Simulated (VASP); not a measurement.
Wanted: the native input for a VASP 6.6.1 run.

```
Task                   : single point
Functional             : PBE
Dispersion             : D3(BJ)
Potentials or basis    : VASP PAW PBE potentials, release 64 (Si, Ge_d)
Cutoff                 : 520 eV
k mesh                 : 2 × 2 × 2
Occupations            : gaussian, width 0.05 eV
Spin                   : no spin polarisation
Dipole correction      : no
Further INCAR settings : LREAL = Auto; ALGO = Fast; EDIFF = 1e-07; NBANDS = 53
```

The structure of Si16Ge (a cell with a defect) lies in POSCAR:

```
Si16Ge
1.0
    0.0000000000      5.4300000000      5.4300000000
    5.4300000000      0.0000000000      5.4300000000
    5.4300000000      5.4300000000      0.0000000000
Si Ge
16 1
Direct
   -0.0020283610     -0.0118953959     -0.0023664825
    0.1475712707      0.0581523020      0.1471198895
   -0.0020302947     -0.0119209024      0.5162584715
    0.1089039595      0.1368603131      0.6270873849
    0.0213772560      0.4365518416      0.0210131676
    0.1132534070      0.6164952118      0.1126740331
   -0.0323668508      0.5084517495      0.5119720074
    0.1133284530      0.6164590239      0.6574982505
    0.5167294659     -0.0120416206     -0.0023742173
    0.6274297422      0.1369350829      0.1084820442
    0.4780604972      0.0666209024      0.4776522099
    0.6274313076      0.1369834254      0.6270966851
    0.5123582873      0.5085542357     -0.0326470534
    0.6577797422      0.6163162063      0.1129651934
    0.5122616943      0.5086108656      0.5116900552
    0.6041412523      0.6882622468      0.6037714549
    0.3124129834      0.5626453959      0.3123820442
```

The cell was built by a generator and needn't be a form met in nature.

The input as run:

INCAR

```
  PREC = Accurate
  ENCUT = 520
  EDIFF = 1E-7
  ISMEAR = 0
  SIGMA = 0.05
  LREAL = Auto
  LASPH = True
  NELM = 100
  ALGO = Fast
  ISIF = 2
  LWAVE = False
  LCHARG = False
  GGA = PE
  IVDW = 12
  NBANDS = 53
```

KPOINTS

```
regular mesh
0
Gamma
  2 2 2
```

Potentials or basis: VASP PAW PBE potentials, release 64 (Si, Ge_d).

Launch:

```sh
$ cat potpaw_PBE.64/Si/POTCAR potpaw_PBE.64/Ge_d/POTCAR > POTCAR
$ mpirun -np 1 vasp_std > vasp.out
```

Results of the run:

| Quantity | Value |
| --- | --- |
| Pressure | 2.8 GPa |
| Largest force | 0.028 eV/Å |
| Band gap on the k mesh | 0.10 eV, indirect (least direct gap 0.50 eV) |
| Dispersion energy per atom | -0.333 eV |

Caveat: the k mesh is coarse (spacing up to 0.50 Å⁻¹), so the values aren't converged.

Run time: 4 min on 1 thread of Intel(R) Xeon(R) Platinum 8559C (Emerald Rapids), with other jobs on the host, peak memory 0.49 GiB.
